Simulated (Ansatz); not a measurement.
The system is Fe.

```xyz
1
Lattice="-1.4430 1.4430 1.4430 1.4430 -1.4430 1.4430 1.4430 1.4430 -1.4430" Properties=species:S:1:pos:R:3 pbc="T T T"
Fe    0.0000    0.0000    0.0000
```

| Quantity | Value |
| --- | --- |
| Program | Ansatz 0.2.0 |
| Task | relaxation of cell and atoms |
| Functional | PBE |
| Potentials or basis | all-electron LAPW, scalar-relativistic |
| Basis error allowed | 0.001 eV/atom |
| k mesh | 13 × 13 × 13 |
| Occupations | fermi-dirac, width 0.05 eV |
| Spin | collinear spin, ferromagnetic start |
| Starting moments | [3.0] μB |

At the start: volume 12.02 Å³/atom.

Task: Where does the relaxation end?

Result: Over 5 steps the energy falls by 24.6 meV/atom and the volume is 11.30 Å³/atom (-6.0 %); space group Im-3m (No. 229, to 0.05 Å); moment 2.11 μB per cell.

The path:
| step | energy change (eV) | largest force (eV/Å) | volume (Å³) |
| --- | --- | --- | --- |
| 1 | 0.0000 | 0.0000 | 12.02 |
| 2 | -0.0202 | 0.0000 | 11.59 |
| 3 | -0.0242 | 0.0000 | 11.22 |
| 4 | -0.0246 | 0.0000 | 11.30 |
| 5 | -0.0246 | 0.0000 | 11.30 |

Final structure:
```
Fe
1.0
    -1.41346    1.41346    1.41346
     1.41346   -1.41346    1.41346
     1.41346    1.41346   -1.41346
Fe
1
Direct
  0.00000 0.00000 0.00000
```
